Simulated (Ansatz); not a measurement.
**TiO2 under changes of volume**

One of the cells (11.711 Å³/atom); the others are scaled copies at fixed shape and fractional positions:

```
Ti O
1.0
     2.70603   -2.70666    0.00000
     2.70603    2.70666    0.00000
    -2.63353    0.00000    4.79664
Ti O
2 4
Direct
  0.86589 0.13411 0.75000
  0.13411 0.86589 0.25000
  0.08876 0.33122 0.16715
  0.91124 0.66878 0.83285
  0.66878 0.91124 0.33285
  0.33122 0.08876 0.66715
```

The cell is a database's computed one.

| Property | Result |
| --- | --- |
| Program | Ansatz 0.2.0 |
| Functional | LDA |
| Potentials or basis | all-electron LAPW, scalar-relativistic |
| Cutoff | 383 eV (chosen from the basis error) |
| Basis error allowed | 0.002 eV/atom |
| k mesh | 8 × 8 × 6 |
| Occupations | fermi-dirac, width 0.05 eV |
| Spin | no spin polarisation |

```tsv
volume (Å³/atom)	energy over the lowest point (meV/atom)	pressure (GPa)	gap on the mesh (eV)	largest force (eV/Å)
11.008	0.00	0.2	2.10	0.125
11.242	3.32	-4.6	2.06	0.110
11.476	?	?	?	?
11.711	29.17	-12.8	1.97	0.341
11.945	50.37	-16.2	1.93	0.445
12.179	76.32	-19.3	1.89	0.542
12.413	106.50	-22.0	1.85	0.631
```

Problem. What does the run at 11.476 Å³/atom give?

Solution. Energy over the lowest point 13.28 meV/atom; pressure -8.9 GPa; gap on the mesh 2.01 eV; largest force 0.229 eV/Å.

Worked out: A Birch-Murnaghan fit of order 3 (a polynomial in V^(-2/3)) to the other rows has its minimum at 11.02 Å³/atom with B0 = V·E''(V) = 237 GPa and B' = 4.2 at fixed shape and positions, which overstates the stiffness. It gives 13.24 meV/atom at 11.476 Å³/atom, against the run's 13.28, and -dE/dV = -8.9 GPa, against -8.9. A straight line through the other rows of the gap, of slope -2.09 eV per unit of ln V, gives 2.01 eV, against the run's 2.01.

Energies are extrapolated to zero smearing.

A mesh can miss the band edges.
